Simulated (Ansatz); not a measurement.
## Hf2COS MXene monolayer in a perpendicular field

Aim: how the Hf2COS MXene monolayer screens a field along its normal, and what the field does to its bands. A positive field points along +c.

Program: Ansatz 0.2.0. Level of theory: plane-wave DFT, PBE-D3(BJ), Ansatz PAW. Results are calculated unless marked as measured.

### Step 1. Set-up

The cell holds 5 atoms: 1 S, 2 Hf, 1 C and 1 O. Its edges and angles: a = 3.289 Å, b = 3.289 Å, c = 42.187 Å, α = 90.0°, β = 90.0°, γ = 120.0°. Vacuum lies along c.

### Step 2. Relaxing the slab

The starting cell is a guess, so the in-plane lattice and the atoms are relaxed first, with the slab cut off from its images along the normal.

Input file input.yaml:

```yaml
crystal:
  lattice:
    - [3.289, 0.0, 0.0]
    - [-1.6445, 2.848357553, 0.0]
    - [0.0, 0.0, 42.1866226628]
  atoms:
    - { symbol: S, position: [0.3333333333, 0.6666666667, 0.4337867989] }
    - { symbol: Hf, position: [0.6666666667, 0.3333333333, 0.4767482254] }
    - { symbol: C, position: [0.0, 0.0, 0.5075103887] }
    - { symbol: Hf, position: [0.3333333333, 0.6666666667, 0.5382725519] }
    - { symbol: O, position: [0.6666666667, 0.3333333333, 0.5662132011] }
  periodic: [true, true, false]
kpoints:
  mp_grid: { grid: [12, 12, 1] }
hamiltonian:
  xc: pbe
  dispersion: d3bj
scf:
  occupations: { method: fermi_dirac, width: 0.05 }
  convergence: { dr2_threshold: 1.0e-09 }
relax:
  f_tol: 0.004
  max_steps: 90
  cell: {}
output:
  write_potential: true
  write_density: true
  volumetric_format: npy
```

On the command line:

```
> ansatz run input.yaml --threads 2 --pin off --max-ram 3072MiB --backend cpu --events-out ev --progress --plain --runs-dir out
```

Numbers of over 12 decimals in the logs are rounded to 6 here.

What it wrote:

```text
Warning: relax.cell: scf.convergence.dr2_threshold = 1e-9 eV is looser than the 2.05809757585e-10 eV advised for a relaxation that steers and ends on the stress (1e-10 eV for each atom of the cell: 5, times the square of relax.cell.stress_2d_tol = 0.05 N/m over 15.6 Å (the atoms' height at the walk's start and 5 Å past either face), 3.208e-2 GPa, over a crystal's default 0.05). What an SCF threshold leaves in a stress goes as its square root, and in the free energy as the threshold itself, and one threshold admits the most on a small cell: [figures from the program's tests cut] Set scf.convergence.dr2_threshold to 2.05809757585e-10 eV or tighter. [rest of the remark cut]
Engine: ansatz 0.2.0, aarch64-unknown-linux-gnu
Pseudopotentials: kind: paw
Pseudopotential: S, paw, valence charge 6, recommended cutoff 420 eV (normal), S.paw.azcp
Pseudopotential: Hf, paw, valence charge 26, recommended cutoff 420 eV (normal), Hf.paw.azcp
Pseudopotential: C, paw, valence charge 4, recommended cutoff 420 eV (normal), C.paw.azcp
Pseudopotential: O, paw, valence charge 6, recommended cutoff 420 eV (normal), O.paw.azcp
Functional definition: PBE
  parameter kappa = 0.804
  parameter beta = 0.066725
  exchange = pbe_x(kappa = kappa, mu = beta*pi^2/3)
  correlation = pbe_c(beta = beta)
Crystal: 5 atoms, lattice volume = 395.215 Å³
Basis set: ecut = 420 eV, 7881 PW (Γ), exchange–correlation on 48×48×576 points (8 copies of the dense FFT grid, shifted against one another)
Bands: 41, of which v1, the nominal top of the filled ones, is band 34 counted from 1 (33 counted from 0)
Symmetry: 6 space group operations
Space group: P3m1 (ITA 156), of the structure as read, at distance tolerance 7.3e-5 Å
k-points: 19 of 144 (time reversal used)
Non-local potential: S, projectors of the file, l = 0: 2, l = 1: 2, l = 2: 2
Non-local potential: Hf, projectors of the file, l = 0: 3, l = 1: 2, l = 2: 2, l = 3: 3
Non-local potential: C, projectors of the file, l = 0: 2, l = 1: 2, l = 2: 1
Non-local potential: O, projectors of the file, l = 0: 2, l = 1: 2, l = 2: 1
PAW form: soft (Blöchl's): semilocal exchange-correlation on the pseudo side does not see the compensation charge
PAW one-centre angular grid: S, 110 points (default); XC on 64 Gauss nodes
PAW one-centre angular grid: Hf, 590 points (default); XC on 64 Gauss nodes
PAW one-centre angular grid: C, 110 points (default); XC on 64 Gauss nodes
PAW one-centre angular grid: O, 110 points (default); XC on 64 Gauss nodes
Initial density: superposition of atomic densities (neutral atoms: chi_scale 0, normalization atom), corrected by the library's trained network
Initial wavefunctions: pseudopotential atomic-orbital guess
Functional: x = pbe(κ = 0.804, μ = 0.219515), c = pbe(β = 0.066725)
SCF iter   1: F=—  HF=-33169.759084 eV  |F-HF|=—  |Δ(HF+E_count)|=         —  Δρ=1.71e-3  dr2=1.79e-2  ethr=1.77e-3  ⟨swp⟩=13.3  Hψ=5019  notcnv=0  defer=10
preconditioner: auto → LDOS  [insulator: Δε(μ)=0.311 eV  Ē_g=16.703 eV  σ=0.050 eV  W_gap=0.56  n_scr=26 (ndim 8)  ℏωp=14.9 eV  f_vac=0.795  D(μ)=1.35/eV (n_scr^D=10)  ε∞_Penn≈1.8  β→1.0]
SCF iter   2: F=—  HF=-33169.760713 eV  |F-HF|=—  |Δ(HF+E_count)|=   1.63e-3  Δρ=1.26e-3  dr2=1.11e-2  ethr=2.63e-5  ⟨swp⟩=4.1  Hψ=2514  notcnv=0  defer=30
SCF iter   3: F=—  HF=-33169.757921 eV  |F-HF|=—  |Δ(HF+E_count)|=   2.79e-3  Δρ=3.55e-4  dr2=8.28e-4  ethr=1.63e-5  ⟨swp⟩=2.9  Hψ=1616  notcnv=0  defer=30
SCF iter   4: F=—  HF=-33169.757783 eV  |F-HF|=—  |Δ(HF+E_count)|=   1.39e-4  Δρ=1.25e-4  dr2=7.15e-5  ethr=1.22e-6  ⟨swp⟩=4.1  Hψ=2259  notcnv=0  defer=30
SCF iter   5: F=—  HF=-33169.757807 eV  |F-HF|=—  |Δ(HF+E_count)|=   2.46e-5  Δρ=2.89e-5  dr2=3.57e-6  ethr=1.05e-7  ⟨swp⟩=3.1  Hψ=1716  notcnv=0  defer=30
SCF iter   6: F=—  HF=-33169.757808 eV  |F-HF|=—  |Δ(HF+E_count)|=   1.47e-7  Δρ=1.19e-5  dr2=8.47e-7  ethr=5.25e-9  ⟨swp⟩=3.6  Hψ=1946  notcnv=0  defer=30
SCF iter   7: F=—  HF=-33169.757808 eV  |F-HF|=—  |Δ(HF+E_count)|=   8.55e-7  Δρ=4.67e-6  dr2=7.40e-8  ethr=1.25e-9  ⟨swp⟩=3.8  Hψ=1863  notcnv=0  defer=30
SCF iter   8: F=—  HF=-33169.757809 eV  |F-HF|=—  |Δ(HF+E_count)|=   2.02e-7  Δρ=1.37e-6  dr2=1.22e-8  ethr=1.09e-10  ⟨swp⟩=3.1  Hψ=1623  notcnv=0  defer=30
SCF iter   9: F=—  HF=-33169.757809 eV  |F-HF|=—  |Δ(HF+E_count)|=   3.17e-8  Δρ=4.43e-7  dr2=1.34e-9  ethr=1.80e-11  ⟨swp⟩=3.8  Hψ=1954  notcnv=0  defer=30
SCF iter  10: F=-33169.757809 eV  HF=-33169.757809 eV  |F-HF|=1.30e-9  |Δ(HF+E_count)|=   9.75e-9  Δρ=1.31e-7  dr2=4.99e-11  ethr=1.47e-12  ⟨swp⟩=16.4  Hψ=8314  notcnv=0
SCF 1 converged in 10 iterations: F = -33169.757809 eV  dr2 = 4.99e-11
  greatest PAW one-centre occupation: 0.999 electrons in one spin orbital (limit 2), on the Hf atom at site 3 (counted from 0), in its partial waves of l = 0
relax step   1: F+E_penalty+E_count = -33169.75780863 eV  Δ(F+E_penalty+E_count) = +0.000e0 eV  max|allowed force component| = 4.156e0 eV/Å  Δτ_max = 0.0000 Å  P = -2.210 N/m  Ω = 395.215 Å³  fix = [c, alpha, beta]  reactions: c +0.000 N/m  (10 SCF iters, accepted)
Crystal: 5 atoms, lattice volume = 398.971 Å³
Basis set: ecut = 420 eV, 7917 PW (Γ), exchange–correlation on 48×48×576 points (8 copies of the dense FFT grid, shifted against one another)
Initial density: handed on by an earlier stage of this run
Initial wavefunctions: those handed on with the density
iter 1 solved again at ethr=2.54e-3 eV; its pass at ethr=3.10e-3 eV (dr2=1.73e0 eV) is discarded
SCF iter   1: F=—  HF=-33170.576274 eV  |F-HF|=—  |Δ(HF+E_count)|=         —  Δρ=1.02e-2  dr2=1.74e0  ethr=2.54e-3  ⟨swp⟩=1.7  Hψ=5495  notcnv=0
preconditioner: auto → LDOS  [insulator: Δε(μ)=0.218 eV  Ē_g=16.977 eV  σ=0.050 eV  W_gap=0.61  n_scr=26 (ndim 8)  ℏωp=14.9 eV  f_vac=0.800  D(μ)=0.47/eV (n_scr^D=6)  ε∞_Penn≈1.8  β→1.0]
SCF iter   2: F=—  HF=-33170.836205 eV  |F-HF|=—  |Δ(HF+E_count)|=   2.60e-1  Δρ=1.52e-2  dr2=4.18e0  ethr=2.54e-3  ⟨swp⟩=9.2  Hψ=3285  notcnv=0  defer=44  recentre
SCF iter   3: F=—  HF=-33170.259845 eV  |F-HF|=—  |Δ(HF+E_count)|=   5.76e-1  Δρ=2.48e-3  dr2=1.15e-1  ethr=2.54e-3  ⟨swp⟩=5.9  Hψ=2186  notcnv=0  defer=24
SCF iter   4: F=—  HF=-33170.247662 eV  |F-HF|=—  |Δ(HF+E_count)|=   1.22e-2  Δρ=1.06e-3  dr2=6.89e-3  ethr=1.69e-4  ⟨swp⟩=4.4  Hψ=1890  notcnv=0  defer=29
SCF iter   5: F=—  HF=-33170.246579 eV  |F-HF|=—  |Δ(HF+E_count)|=   1.08e-3  Δρ=2.45e-4  dr2=1.96e-4  ethr=1.01e-5  ⟨swp⟩=3.0  Hψ=1576  notcnv=0  defer=29
SCF iter   6: F=—  HF=-33170.246736 eV  |F-HF|=—  |Δ(HF+E_count)|=   1.57e-4  Δρ=1.17e-4  dr2=8.36e-5  ethr=2.88e-7  ⟨swp⟩=3.6  Hψ=1988  notcnv=0  defer=29
[...]
[... from here on, the SCF cycles and remarks between the steps are left out ...]
relax step   4: F+E_penalty+E_count = -33170.40143653 eV  Δ(F+E_penalty+E_count) = -1.089e-1 eV  max|allowed force component| = 1.956e-1 eV/Å  Δτ_max = 0.1257 Å  P = -0.361 N/m  Ω = 404.336 Å³  energy of the carried Pulay correction = -3.009e-3 eV  fix = [c, alpha, beta]  reactions: c -0.000 N/m  (9 SCF iters, accepted)
relax step   5: F+E_penalty+E_count = -33170.40398267 eV  Δ(F+E_penalty+E_count) = -2.546e-3 eV  max|allowed force component| = 4.740e-2 eV/Å  Δτ_max = 0.0174 Å  P = +0.061 N/m  Ω = 404.666 Å³  energy of the carried Pulay correction = -3.117e-3 eV  fix = [c, alpha, beta]  reactions: c +0.000 N/m  (8 SCF iters, accepted)
relax step   6: F+E_penalty+E_count = -33170.40398389 eV  Δ(F+E_penalty+E_count) = -1.218e-6 eV  max|allowed force component| = 5.176e-3 eV/Å  Δτ_max = 0.0017 Å  P = -0.008 N/m  Ω = 404.959 Å³  energy of the carried Pulay correction = -3.212e-3 eV  fix = [c, alpha, beta]  reactions: c -0.000 N/m  (6 SCF iters, accepted)
relax step   7: F+E_penalty+E_count = -33170.40400091 eV  Δ(F+E_penalty+E_count) = -1.702e-5 eV  max|allowed force component| = 8.590e-3 eV/Å  Δτ_max = 0.0006 Å  P = +0.003 N/m  Ω = 404.907 Å³  energy of the carried Pulay correction = -3.195e-3 eV  fix = [c, alpha, beta]  reactions: c +0.000 N/m  (5 SCF iters, accepted)
relax step   8: F+E_penalty+E_count = -33170.40399982 eV  Δ(F+E_penalty+E_count) = +1.090e-6 eV  max|allowed force component| = 1.181e-4 eV/Å  Δτ_max = 0.0003 Å  P = +0.000 N/m  Ω = 404.916 Å³  energy of the carried Pulay correction = -3.198e-3 eV  fix = [c, alpha, beta]  reactions: c +0.000 N/m  (5 SCF iters, accepted)
relax step   9: F+E_penalty+E_count = -33170.40764652 eV  Δ(F+E_penalty+E_count) = -3.647e-3 eV  max|allowed force component| = 1.036e-3 eV/Å  Δτ_max = 0.0000 Å  P = +0.068 N/m  Ω = 404.916 Å³  fix = [c, alpha, beta]  reactions: c +0.000 N/m  stress off target by 6.77e-2 N/m on what of the cell is left free  SCF on the basis re-selected at this cell (its energy is not comparable with the rows above)  (6 SCF iters)
relax step  10: F+E_penalty+E_count = -33170.40759281 eV  Δ(F+E_penalty+E_count) = +5.371e-5 eV  max|allowed force component| = 1.999e-4 eV/Å  Δτ_max = 0.0005 Å  P = -0.001 N/m  Ω = 405.113 Å³  energy of the carried Pulay correction = -6.349e-5 eV  fix = [c, alpha, beta]  reactions: c -0.000 N/m  (5 SCF iters, accepted)
iter 1 solved again at ethr=3.99e-7 eV; its pass at ethr=3.10e-3 eV (dr2=2.71e-4 eV) is discarded
SCF iter   1: F=—  HF=-33170.407571 eV  |F-HF|=—  |Δ(HF+E_count)|=         —  Δρ=6.99e-6  dr2=2.83e-8  ethr=3.99e-7  ⟨swp⟩=6.0  Hψ=8528  notcnv=0
eigensolver tolerance schedule: the retry pair's looser diagonalisation over-reported the residual by 9580.60 of it (diagonalisation noise at an unbounded share of the residual, at the tolerance the schedule requests for it); recorded, not acted on — ethr = c·dr2/N_el stays at c = 1.0e-1
preconditioner: auto → LDOS  [metal: Δε(μ)=0.092 eV  Ē_g=16.844 eV  σ=0.050 eV  W_gap=0.37  n_scr=26 (ndim 8)  ℏωp=14.8 eV  f_vac=0.803  D(μ)=0.73/eV (n_scr^D=6)  β→1.0]
SCF iter   2: F=—  HF=-33170.407678 eV  |F-HF|=—  |Δ(HF+E_count)|=   1.07e-4  Δρ=4.59e-6  dr2=1.48e-7  ethr=4.16e-11  ⟨swp⟩=6.4  Hψ=3707  notcnv=0
SCF iter   3: F=—  HF=-33170.407678 eV  |F-HF|=—  |Δ(HF+E_count)|=   1.64e-8  Δρ=1.26e-6  dr2=5.02e-9  ethr=4.16e-11  ⟨swp⟩=3.0  Hψ=1595  notcnv=0
SCF iter   4: F=—  HF=-33170.407678 eV  |F-HF|=—  |Δ(HF+E_count)|=   2.61e-8  Δρ=5.48e-7  dr2=1.53e-9  ethr=7.38e-12  ⟨swp⟩=3.1  Hψ=1589  notcnv=0
SCF iter   5: F=-33170.407678 eV  HF=-33170.407678 eV  |F-HF|=9.46e-11  |Δ(HF+E_count)|=   2.54e-8  Δρ=1.97e-7  dr2=2.45e-10  ethr=1.47e-12  ⟨swp⟩=18.4  Hψ=8048  notcnv=0
SCF 11 converged in 5 iterations: F = -33170.407678 eV  dr2 = 2.45e-10
relax step  11: F+E_penalty+E_count = -33170.40767813 eV  Δ(F+E_penalty+E_count) = -8.531e-5 eV  max|allowed force component| = 2.033e-4 eV/Å  Δτ_max = 0.0000 Å  P = -0.000 N/m  Ω = 405.113 Å³  fix = [c, alpha, beta]  reactions: c -0.000 N/m  stress off target by 1.65e-4 N/m on what of the cell is left free  SCF on the basis re-selected at this cell (its energy is not comparable with the rows above)  (5 SCF iters)
basis re-selected at this cell: Δ(F+E_penalty+E_count) = -8.531e-5 eV, ΔP = +0.001 N/m vs the last step (what re-selecting the basis moved, of the pressure what is left beyond the Pulay correction that the steps carried, after the strain that the cell walked since its last selection, with what the two solves' SCF thresholds leave and, on support functions, any second-order correction that the steps lacked; it is no m [...]
WARN: The output density's exchange-correlation potential varies sharply where the density is thin. Do not read a vacuum level from v_tot or v_xc, or from such a field of the output density. On a cell that repeats whose density bears no net charge and no dipole along the vacuum's axis use v_es (v_loc + v_h of the components); under efield.dipole_correction with no amplitude use v_es + v_field, which holds any externa [...]
SCF converged after 5 iterations
Free energy (F): -33170.407678 eV
Harris-Foulkes:  -33170.407678 eV  (|F-HF|=9.46e-11)
Internal energy: -33170.401973 eV  (E = F + TS)
E sigma→0 (E₀):  -33170.404826 eV
Entropy (-TS):   -0.005705 eV (-1.141 meV/atom)
Fermi energy:    -5.349796 eV
--- Per-component energies (eV) ---
  E_band       = -1455.367182
  E_kinetic    = 1214.611539
  E_local      = -386962.222747  (includes V_loc(G=0)·N_el)
  E_nonlocal   = -2383.892340
  E_hartree    = 192325.228115
  E_xc         = -819.837829
  E_vxc        = -774.636757  (∫ρ·V_xc dr)
  E_paw        = -14712.087084  (= ΣΔE_a)
  E_vpaw       = 2800.317853  (= ΣTr[D̂ρ^β])
  E_aug_tail   = 0.002425  (compensation charges beyond the density's cutoff)
  E_ewald      = 178168.968623
  E_disp       = -1.172674  (pairwise vdW)
  E_smearing   = -0.005705  (= −TS)
  E_closure    = -0.000000  (closes the sum)
  Σ components = -33170.407678   (vs F -33170.407678, Δ=0.00e0)
--- Forces (eV/Å), atoms counted from 1 ---
  atom   1  S      0.00000000    -0.00000000     0.00014191
  atom   2  Hf    -0.00000000    -0.00000000     0.00009937
  atom   3  C     -0.00000000    -0.00000000    -0.00007536
  atom   4  Hf    -0.00000000     0.00000000     0.00004007
  atom   5  O      0.00000000     0.00000000    -0.00020268
  max |Σ_I F_I| component: 3.30e-6 eV/Å
--- 2D stress c σ (N/m, compression-positive) ---
       -0.000165       0.000000       0.000000
        0.000000      -0.000165       0.000000
        0.000000       0.000000      -0.000000
  P = ½ c Tr σ = -0.0002 N/m
--- Band table (eV; the first three rows and the last of 19) ---
  k-point 0: bands = [... 30 lower, -7.5011, -6.5802, -5.1148, -5.1148, -3.7173, -3.7173, -3.6018, -2.1771, ... 3 higher]
  k-point 1: bands = [... 30 lower, -7.4852, -6.4086, -5.7769, -5.4368, -3.8986, -3.3709, -3.1992, -2.0820, ... 3 higher]
  k-point 2: bands = [... 30 lower, -7.4770, -7.1577, -6.1944, -5.9075, -4.3243, -2.8536, -2.6658, -2.1506, ... 3 higher]
  k-point 18: bands = [... 30 lower, -8.7574, -8.0441, -7.7043, -7.6683, -3.0446, -2.5708, -1.9857, -1.3595, ... 3 higher]
  the weakly bound empty levels are not read free of the cell's end (no_gap_told)
--- Relaxed structure (9 steps of the walk, 9 accepted, 2 SCFs on fresh bases) ---
  F+E_penalty+E_count = -33170.40767813 eV   max|allowed force component| = 2.033e-4 eV/Å   (the final SCF, on the basis selected at the relaxed cell)
  cell:  # Å, volume = 405.1126 Å³
    - [3.329930, 3.029463554163869e-18, 0]
    - [-1.664965, 2.883804, 0]
    - [0, 0, 42.1866226628]
  atoms:
    - { symbol: S, position: [0.333333, 0.666667, 0.438175] }
    - { symbol: Hf, position: [0.666667, 0.333333, 0.475977] }
    - { symbol: C, position: [0, 0, 0.507206] }
    - { symbol: Hf, position: [0.333333, 0.666667, 0.539846] }
    - { symbol: O, position: [0.666667, 0.333333, 0.561327] }
```

Run time: 2.5 min. Hardware: 2 threads of Arm Neoverse V2, shared host; peak memory 0.76 GiB.

The steps of the relaxation:

```csv
step,energy less that of the first step (eV),largest force component (eV/Å),volume (Å³)
1,0.0000,4.1562,395.21
2,-0.4890,2.3880,398.97
3,-0.5348,1.1133,416.81
4,-0.6436,0.1956,404.34
5,-0.6462,0.0474,404.67
6,-0.6462,0.0052,404.96
7,-0.6462,0.0086,404.91
8,-0.6462,0.0001,404.92
9*,-0.6498,0.0010,404.92
10,-0.6498,0.0002,405.11
11*,-0.6499,0.0002,405.11
```

Relaxation steps marked * repeat the geometry before them on a plane-wave basis chosen anew for their cell, so energy and pressure can jump there.

Forces are held to the 6 operations that the run works with; a distortion that breaks them can't arise in this run.

```csv
cell as run,before,after,change
a (Å),3.289,3.330,+1.2 %
b (Å),3.289,3.330,+1.2 %
```

The atoms that moved most (Å, along periodic axes as changes of fractional coordinates times the final cell, across vacuum about the mean position):

```csv
atom,dx,dy,dz,length
O5,0.000,0.000,-0.206,0.206
S1,0.000,0.000,0.185,0.185
Hf4,0.000,0.000,0.066,0.066
Hf2,0.000,0.000,-0.033,0.033
C3,0.000,0.000,-0.013,0.013
```

Final coordinates:

```xyz
5
Lattice="3.3299 0.0000 0.0000 -1.6650 2.8838 0.0000 0.0000 0.0000 42.1866" Properties=species:S:1:pos:R:3
S     0.0000    1.9225   18.4851
Hf    1.6650    0.9613   20.0799
C     0.0000    0.0000   21.3973
Hf    0.0000    1.9225   22.7743
O     1.6650    0.9613   23.6805
```

Numbers from this step:

```
energy at zero smearing : -33170.4048 eV
```

The lattice constant a goes from 3.289 to 3.330 Å.

(Part 1 of 2 ends here.)

[Logs are printed without paths, hosts, clocks, repeated set-up lines and the standing remarks that a program may print on its own settings, such as how far it seeks lower states.]

[Hosts, paths, dates, database ids (printed as entryN), source tags and the programs' standing remarks are cut or masked in the printed files.]

[Maps of the electrostatic potential energy from Ansatz leave out the sawtooth potential of an applied field or a dipole correction, so their vacuum need not be flat; planar profiles and work functions include it.]
